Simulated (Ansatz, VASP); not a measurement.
# One calculation of W, two programs

```
W
1.0
     5.08300    0.00000    0.00000
     0.00000    5.08300    0.00000
     0.00000    0.00000    5.08300
W
8
Direct
  0.50000 0.25000 0.00000
  0.50000 0.75000 0.00000
  0.75000 0.00000 0.50000
  0.25000 0.00000 0.50000
  0.00000 0.50000 0.75000
  0.00000 0.50000 0.25000
  0.50000 0.50000 0.50000
  0.00000 0.00000 0.00000
```

This isn't the form of W at room conditions, which is bcc.

Alike in both runs: task single point; functional PBEsol; k mesh 5 × 5 × 5; occupations fermi-dirac, width 0.05 eV; no spin polarisation.

|  | VASP | Ansatz |
| --- | --- | --- |
| version | VASP 6.6.1 | Ansatz 0.2.0 |
| potentials or method | VASP PAW PBE potentials, release 64 (W_sv) | Ansatz PAW |
| plane-wave cutoff (eV) | 520 | 420 |
| valence electrons in the cell | 112 | 112 |

Ansatz gave:

- gap on the k mesh at the Fermi level (eV): none
- pressure (GPa): -9.2

Question: Estimate VASP's values.

Answer: gap on the k mesh at the Fermi level (eV): none; pressure (GPa): -8.6.

A gap of «none» marks a metal or a gap that the smearing closes. With one functional, cell and mesh, what is left measures potentials, basis and numerics.

Caveats: the PAW data sets were made with another functional, which shifts forces and pressure a little (VASP); the PAW data sets come from PBE, with cores solved anew for the run's functional, which leaves a small shift of forces and pressure (Ansatz). The runs have no spin-orbit coupling, so splittings on W are missing.
